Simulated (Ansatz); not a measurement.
An Ansatz run on BN built on the wurtzite prototype left the output below. The cell was relaxed with r2SCAN and then strained, so it isn't that functional's minimum.

Structure:
```cif
data_structure
_symmetry_space_group_name_H-M 'P 1'
_symmetry_Int_Tables_number 1
_cell_length_a 2.5440
_cell_length_b 2.5440
_cell_length_c 4.3340
_cell_angle_alpha 90.000
_cell_angle_beta 90.000
_cell_angle_gamma 120.000
_cell_volume 24.29
loop_
_atom_site_label
_atom_site_type_symbol
_atom_site_fract_x
_atom_site_fract_y
_atom_site_fract_z
_atom_site_occupancy
B1 B 0.33333 0.66667 0.99951 1
B2 B 0.66667 0.33333 0.49951 1
N1 N 0.33333 0.66667 0.37549 1
N2 N 0.66667 0.33333 0.87549 1
```

The output, standing remarks left out:
```
Functional definition: PBE
Crystal: 4 atoms, lattice volume = 24.291 Å³
Basis set: ecut = 420 eV, 501 PW (Γ)
Bands: 12, of which v1, the nominal top of the filled ones, is band 8 counted from 1 (7 counted from 0)
Symmetry: 12 space group operations
Space group: P63mc (ITA 186)
k-points: 21 of 144 (time reversal used)
preconditioner: auto → none  [insulator: Δε(μ)=5.225 eV  ℏωp=30.1 eV]
SCF converged after 6 iterations
Free energy (F): -1084.430347 eV
Fermi energy:    10.886445 eV
--- Per-component energies (eV) ---
  E_band       = 47.986430
  E_kinetic    = 368.226414
  E_local      = -358.323869
  E_nonlocal   = 112.806297
  E_hartree    = 100.656756
  E_xc         = -186.143109
  E_vxc        = -231.476217
  E_paw        = -412.606810
  E_vpaw       = -44.559788
  E_ewald      = -709.046228
--- Band table (eV; the first three rows and the last of 21) ---
  k-point 0: bands = […, 0.1946, 9.0429, 9.0429, 10.6008, 10.8864, 10.8864, 18.3444, 19.4670, 19.4670, 20.6702]
  k-point 1: bands = […, 1.7937, 8.6375, 9.2727, 9.2727, 10.5654, 10.5654, 19.5879, 19.8671, 19.8671, 20.6485]
  k-point 2: bands = […, 5.0756, 5.0756, 9.8754, 9.8754, 9.8754, 9.8754, 20.5175, 20.5175, 20.8835, 20.8835]
  k-point 20: bands = […, 2.3129, 2.3129, 3.3086, 3.3086, 7.8428, 7.8428, 19.5705, 19.5705, 20.7477, 20.7477]
--- G₀W₀: contour deformation, 6 samples at zero and on the imaginary axis and 1 off it, 144 q-points, 101 empty bands' worth ---
    ik  band        ε_KS         Σx   Σc(E_QP)       V_xc       Z   E_QP_lin       E_QP  E_QP is
     0     7     10.8864   -22.9857     2.8154   -19.3653  0.8227    10.0787    10.0814  root
     0     8     10.8864   -22.9857     2.8154   -19.3653  0.8227    10.0787    10.0814  root
     0     9     18.3444    -8.5281    -5.2982   -14.9894  0.8341    19.5140    19.5075  root
     0    10     19.4670    -7.6478    -5.4792   -14.3701  0.8356    20.7179    20.7101  root
     1     7     10.5654   -22.8524     2.8715   -19.1390  0.8222     9.7204     9.7235  root
     1     8     10.5654   -22.8524     2.8715   -19.1390  0.8222     9.7204     9.7235  root
     1     9     19.5879    -8.6513    -5.4565   -15.3642  0.8304    20.8526    20.8444  root
     1    10     19.8671    -7.7218    -5.5445   -14.5342  0.8341    21.1433    21.1349  root
     3     7     10.0941   -22.1958     2.6933   -18.6458  0.8225     9.2343     9.2374  root
     3     8     10.2647   -22.7775     2.9262   -18.9791  0.8216     9.3892     9.3925  root
     3     9     18.4589    -8.2244    -5.2984   -14.5823  0.8363    19.5239    19.5184  root
     3    10     19.3216    -8.2707    -5.4320   -14.9201  0.8336    20.5464    20.5389  root
     6     7      8.4685   -21.5809     2.9970   -17.5573  0.8189     7.4366     7.4418  root
     6     8      9.1746   -22.6054     3.1676   -18.4565  0.8189     8.1885     8.1932  root
     6     9     17.9971    -8.1921    -5.0342   -14.0956  0.8428    18.8697    18.8664  root
     6    10     19.3777    -8.2031    -5.3744   -14.7086  0.8334    20.5154    20.5088  root
     7     7      8.4126   -21.9916     3.1262   -17.8319  0.8176     7.3736     7.3790  root
     7     8      8.7212   -22.4536     3.2533   -18.1742  0.8177     7.6897     7.6951  root
     7     9     17.5502    -8.4107    -4.9684   -14.2569  0.8425    18.4313    18.4279  root
     7    10     18.8593    -7.9149    -5.2464   -14.1526  0.8395    19.8553    19.8506  root
     8     7      7.7956   -22.2790     3.4582   -17.7073  0.8146     6.6753     6.6822  root
     8     8      7.7956   -22.2790     3.4582   -17.7073  0.8146     6.6753     6.6822  root
     8     9     18.0193    -8.3997    -5.0416   -14.3647  0.8410    18.9465    18.9427  root
     8    10     18.0193    -8.3997    -5.0416   -14.3647  0.8410    18.9465    18.9427  root
     9     7      6.7357   -20.8086     3.2913   -16.3390  0.8142     5.5491     5.5574  root
     9     8      8.7051   -22.5870     3.2830   -18.2778  0.8174     7.6736     7.6790  root
     9     9     17.8097    -7.9051    -5.0024   -13.7020  0.8458    18.6070    18.6042  root
     9    10     18.6171    -8.8236    -4.9876   -14.8051  0.8373    19.6155    19.6110  root
    10     7      7.4821   -21.5406     3.2732   -17.1488  0.8154     6.3567     6.3636  root
    10     8      8.2347   -22.4415     3.3747   -17.9953  0.8160     7.1572     7.1633  root
    10     9     17.4260    -8.7180    -4.8440   -14.4319  0.8423    18.2991    18.2959  root
    10    10     17.8685    -7.8768    -5.0395   -13.7464  0.8447    18.7018    18.6987  root
    11     7      7.3256   -22.1890     3.4573   -17.5890  0.8129     6.1755     6.1830  root
    11     8      7.3256   -22.1890     3.4573   -17.5890  0.8129     6.1755     6.1830  root
    11     9     17.2773    -8.2174    -4.9270   -13.9920  0.8441    18.1280    18.1249  root
    11    10     17.2773    -8.2174    -4.9270   -13.9920  0.8441    18.1280    18.1249  root
  […]
```

The points are ik 0 = (0, 0, 0) (Γ), ik 1 = (0, 0, 1/4), ik 3 = (0, 1/6, 0), ik 6 = (0, 1/3, 0), ik 7 = (0, 1/3, 1/4), ik 8 = (0, 1/3, -1/2), ik 9 = (0, -1/2, 0) (M), ik 10 = (0, -1/2, 1/4), ik 11 = (0, -1/2, -1/2) (L), ik 15 = (1/6, 1/3, 0), ik 17 = (1/6, 1/3, -1/2), ik 18 = (1/3, 1/3, 0) (K); band 8 is the last filled one.

**Question.** Write the input file that gave this output.

**Answer.**
```yaml
crystal:
  # lattice and atoms as above
kpoints:
  mp_grid: { grid: [6, 6, 4] }
hamiltonian:
  xc: pbe
scf:
  occupations: { method: fixed }
gw:
  n_empty_bands: 101
  ecut_chi: 150
  qp_bands: [v2, c2]
  qp_kpoints: band_edges
  screening: { model: contour_deformation }
```
The quasiparticle table needs the gw block. Not every key shows in the log; this is the file that was used.

It took 10 s on 1 × NVIDIA H100 80GB HBM3 with 2 threads of AMD EPYC 7R13 Processor (Zen 3), on a shared host, load about 1.7 per core; peak host memory 1.3 GiB.

The values are computed, spin-unpolarised, and not measurements.
